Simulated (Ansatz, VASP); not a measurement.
## C in VASP and in Ansatz

```
CELL_PARAMETERS angstrom
0.00000 2.23144 3.48112
1.26414 0.00000 3.48112
1.26414 2.23144 0.00000
ATOMIC_POSITIONS crystal
C 0.19018 0.80982 0.19018
C 0.80982 0.19018 0.80982
```

Alike in both runs: task single point; functional r2SCAN; k mesh 14 × 14 × 14; occupations gaussian, width 0.02 eV; no spin polarisation.

|  | VASP | Ansatz |
| --- | --- | --- |
| version | VASP 6.6.1 | Ansatz 0.2.0 |
| potentials or method | VASP PAW PBE potentials, release 64 (C) | scalar-relativistic, plane waves, PAW |
| plane-wave cutoff (eV) | 520 | 500 |
| valence electrons in the cell | 8 | 8 |

Ansatz gave:

| Item | Value |
| --- | --- |
| gap on the k mesh at the Fermi level (eV) | none |
| pressure (GPa) | -13.1 |
| largest component of the traceless stress (GPa) | 15.03 |
| rms of the force components (eV/Å) | 3.684 |

**Question.** Estimate VASP's values.

**Answer.** gap on the k mesh at the Fermi level (eV): none; pressure (GPa): -12.6; largest component of the traceless stress (GPa): 15.22; rms of the force components (eV/Å): 3.691.

Atom by atom the forces differ by 0.007 eV/Å (rms over components). A gap of «none» marks a metal or a gap that the smearing closes.

Caveats: the PAW data sets were made with another functional, which shifts forces and pressure a little (VASP).
